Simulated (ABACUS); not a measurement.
# Sr under changes of volume

One of the cells (56.319 Å³/atom); the others are scaled copies at fixed shape and fractional positions:

```
Sr
1.0
     0.00000    3.04235    3.04235
     3.04235    0.00000    3.04235
     3.04235    3.04235    0.00000
Sr
1
Cartesian
  0.0000 0.0000 0.0000
```

- Program: ABACUS 3.10.1
- Functional: PBE
- Potentials or basis: PseudoDojo NC SR 0.4.1 PBE standard
- Cutoff: 925 eV
- Density cutoff: 3701 eV
- Basis: plane waves
- k mesh: 8 × 8 × 8
- Occupations: fermi-dirac, width 0.05 eV
- Spin: no spin polarisation

```tsv
volume (Å³/atom)	energy over the lowest point (meV/atom)	pressure (GPa)
52.940	?	?
54.067	0.00	0.1
55.193	0.20	-0.1
56.319	2.01	-0.3
57.446	5.29	-0.5
58.572	9.89	-0.7
59.698	15.70	-0.9
```

Question: What does the run at 52.940 Å³/atom give?

Answer: Energy over the lowest point 1.58 meV/atom; pressure 0.4 GPa.

Worked out: A Birch-Murnaghan fit of order 3 (a polynomial in V^(-2/3)) to the other rows has its minimum at 54.49 Å³/atom with B0 = V·E''(V) = 11.8 GPa and B' = 3.7. It gives 1.58 meV/atom at 52.940 Å³/atom, against the run's 1.58, and -dE/dV = 0.4 GPa, against 0.4.

Energies are extrapolated to zero smearing.
